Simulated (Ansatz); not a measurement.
(102) slab cut from the bulk of SnS2, 15 Å of vacuum:

```xyz
18
Lattice="3.6513 0.0000 0.0000 0.0000 8.7582 0.0000 0.0000 0.0000 26.6078" Properties=species:S:1:pos:R:3 pbc="T T T"
S     0.0000    4.0640    7.5000
Sn    1.8257    2.2834    7.8350
S     0.0000    0.5027    8.1701
S     1.8257    6.3474    9.6876
Sn    0.0000    4.5667   10.0226
S     1.8257    2.7860   10.3576
S     0.0000    8.6307   11.8751
Sn    1.8257    6.8501   12.2101
S     0.0000    5.0694   12.5452
S     1.8257    2.1558   14.0627
Sn    0.0000    0.3752   14.3977
S     1.8257    7.3527   14.7327
S     0.0000    4.4392   16.2502
Sn    1.8257    2.6585   16.5852
S     0.0000    0.8778   16.9203
S     1.8257    6.7225   18.4378
Sn    0.0000    4.9419   18.7728
S     1.8257    3.1612   19.1078
```

All numbers below come from DFT PBEsol, scalar-relativistic, plane waves, PAW (Ansatz). Plane waves to 420 eV, a k mesh through Γ of 7×3×1 on the computed 18-atom cell and Gaussian smearing (0.05 eV); no spin polarisation. A dipole correction removes the field between periodic images along c.

This base run converges in 9 iterations with a largest force of 2.103 eV/Å.

One setting at a time is then changed, some of them on purpose to poor values; changes count from the base run, energies are extrapolated to zero smearing, γ keeps the base's bulk energy, atoms stay where they are, a change of functional drops any dispersion correction, and risky runs are capped at 50 to 100 iterations.

Question: What happens with cutoff 360 eV?

Answer: It converges in 10 iterations; ΔE (meV/atom) +2.5, largest force (eV/Å) 2.101, largest change of a force (eV/Å) 0.006.

Question: What happens with the slab thickened to 21 atoms (same faces, atoms at the bulk's places)?

Answer: It converges in 10 iterations; ΔE (meV/atom) -16.1, Δγ (J/m²) 0.000, largest force (eV/Å) 2.104.

Question: What happens with field of 0.6 V/Å along c?

Answer: It converges in 16 iterations; ΔE (meV/atom) -20.9, largest force (eV/Å) 2.209, largest change of a force (eV/Å) 0.327.

Question: What happens with occupations fixed?

Answer: It converges in 9 iterations; ΔE (meV/atom) 0.0, Δγ (J/m²) 0.000, largest force (eV/Å) 2.103, largest change of a force (eV/Å) 0.000.

Question: What happens with k mesh 1×3×1?

Answer: It converges in 12 iterations; ΔE (meV/atom) +1349.0, Δγ (J/m²) +6.083, largest force (eV/Å) 2.236, largest change of a force (eV/Å) 0.984.

Cost: 10 runs of about 11 core-minutes in all, on Intel Xeon 6975P-C (Granite Rapids) (shared hosts).